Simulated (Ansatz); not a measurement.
NbP:

```xyz
4
Lattice="-1.6749 1.6749 5.7401 1.6749 -1.6749 5.7401 1.6749 1.6749 -5.7401" Properties=species:S:1:pos:R:3 pbc="T T T"
Nb    1.6749    0.0000    2.8687
Nb    0.0000    0.0000    5.7387
P     0.0000    1.6749    3.8200
P     0.0000    0.0000    0.9500
```

The cell is a database's computed one.

- Program: Ansatz 0.2.0
- Task: relaxation of cell and atoms
- Functional: PBE
- Dispersion: D3(BJ)
- Potentials or basis: Ansatz PAW
- Cutoff: 420 eV (not typed: the program's choice for these potentials)
- k mesh: 11 × 11 × 11
- Occupations: fermi-dirac, width 0.05 eV
- Spin: no spin polarisation

At the start: volume 16.10 Å³/atom.

Q: Where does the relaxation end?

A: It ends after 5 steps and the volume is 15.47 Å³/atom (-3.9 %); space group I4_1md (No. 109, to 0.05 Å).

Step by step:
| step | energy change (eV) | largest force (eV/Å) | volume (Å³) |
| --- | --- | --- | --- |
| 1 | 0.0000 | 0.0166 | 64.41 |
| 2 | -0.0291 | 0.0075 | 60.16 |
| 3 | -0.0616 | 0.0000 | 61.97 |
| 4 | -0.0618 | 0.0015 | 61.87 |
| 5 | -0.0614 | 0.0015 | 61.87 |

Final structure:
```
CELL_PARAMETERS angstrom
-1.65786 1.65786 5.62768
1.65786 -1.65786 5.62768
1.65786 1.65786 -5.62768
ATOMIC_POSITIONS crystal
Nb 0.25025 0.75025 0.50000
Nb 0.50025 0.50025 0.00000
P 0.83238 0.33238 0.50000
P 0.08238 0.08238 0.00000
```

Caveat: the plane-wave basis is chosen anew once the cell has moved, so the energies of steps on either side of that aren't comparable.
